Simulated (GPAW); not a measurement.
Write an ASE script for GPAW 26.7.0 that does the following.

```yaml
Task: single point
Functional: GLLB-SC
Potentials_or_basis: the program's PAW data sets (release 1.2.1) made for this functional
Cutoff: 500 eV
Basis: pw
k_mesh: 8 × 8 × 8
Occupations: fermi-dirac, width 0.05 eV
Spin: no spin polarisation
Maxiter: 120
Convergence: default
```

The structure of Sn lies in Sn.cif:

```cif
data_Sn
_cell_length_a 3.31562107
_cell_length_b 3.31562107
_cell_length_c 3.31562107
_cell_angle_alpha 104.53020503
_cell_angle_beta 104.53020503
_cell_angle_gamma 119.88225898
_space_group_name_H-M_alt 'P1'
_space_group_name_Hall 'P 1'
_space_group_IT_number 1
loop_
_space_group_symop_operation_xyz
'x,y,z'
loop_
_atom_site_label
_atom_site_type_symbol
_atom_site_symmetry_multiplicity
_atom_site_Wyckoff_symbol
_atom_site_fract_x
_atom_site_fract_y
_atom_site_fract_z
_atom_site_occupancy
Sn1 Sn 1 a 0.0000000000 0.0000000000 0.0000000000 1
```

This isn't the form of Sn at room conditions, which is tetragonal (white tin).

One way to write it, as run:

run.py

```python
from ase.dft.bandgap import bandgap
from ase.io import read, write
from gpaw import GPAW, PW

atoms = read('Sn.cif')

calc = GPAW(mode=PW(500),
            xc='GLLBSC',
            kpts={'size': (8, 8, 8), 'gamma': True},
            occupations={'name': 'fermi-dirac', 'width': 0.05},
            nbands=14,
            maxiter=120,
            txt='gpaw.txt')
atoms.calc = calc
energy = atoms.get_potential_energy()
calc.write('gs.gpw')
write('result.traj', atoms)
print('Fermi level:', round(calc.get_fermi_level(), 4), 'eV')
print(f'Gap: {bandgap(calc)[0]:.4f} eV, direct: {bandgap(calc, direct=True)[0]:.4f} eV')
```

Potentials or basis: the program's PAW data sets (release 1.2.1) made for this functional, pw.

Launch:

```console
$ OMP_NUM_THREADS=1 python run.py
```

Results of the run:

The band gap on the k mesh, Kohn-Sham part alone is none (metal or under the smearing width).

Caveat: a model potential gives levels but no total energy.

It took 35 s on 1 thread of Intel(R) Xeon(R) Platinum 8259CL CPU @ 2.50GHz (Skylake/Cascade Lake), with other jobs on the host, peak memory 0.15 GiB.
